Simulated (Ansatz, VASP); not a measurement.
## NaCl in VASP and in Ansatz

```
Na Cl
1.0
     4.72108    0.00000    0.00000
    -2.36054    4.08857    0.00000
     0.00000    0.00000    5.56948
Na Cl
2 2
Direct
  0.33333 0.66667 0.93750
  0.66667 0.33333 0.43750
  0.33333 0.66667 0.43750
  0.66667 0.33333 0.93750
```

The cell was built by a generator and needn't be a form met in nature.

Alike in both runs: task single point; functional PBE; k mesh 6 × 6 × 6; occupations fermi-dirac, width 0.02 eV; no spin polarisation.

|  | VASP | Ansatz |
| --- | --- | --- |
| version | VASP 6.6.1 | Ansatz 0.2.0 |
| potentials or method | VASP PAW PBE potentials, release 64 (Na_pv, Cl) | plane waves, PAW |
| plane-wave cutoff (eV) | 520 | 420 |
| valence electrons in the cell | 28 | 32 |

VASP gave:

```
gap on the k mesh at the Fermi level (eV)       : 4.84
pressure (GPa)                                  : 0.8
largest component of the traceless stress (GPa) : 0.14
```

What did Ansatz give for the same quantities?

gap on the k mesh at the Fermi level (eV): 4.84; pressure (GPa): 0.9; largest component of the traceless stress (GPa): 0.15.

The functional is the same, so the differences come from potentials, cutoffs and numerics. The two sets of potentials don't hold the same shells in valence. Ansatz warned: «structure_snapped_to_symmetry».

A k mesh can miss the band edges. A hybrid or GW would open this gap; PBE tends to underestimate it.
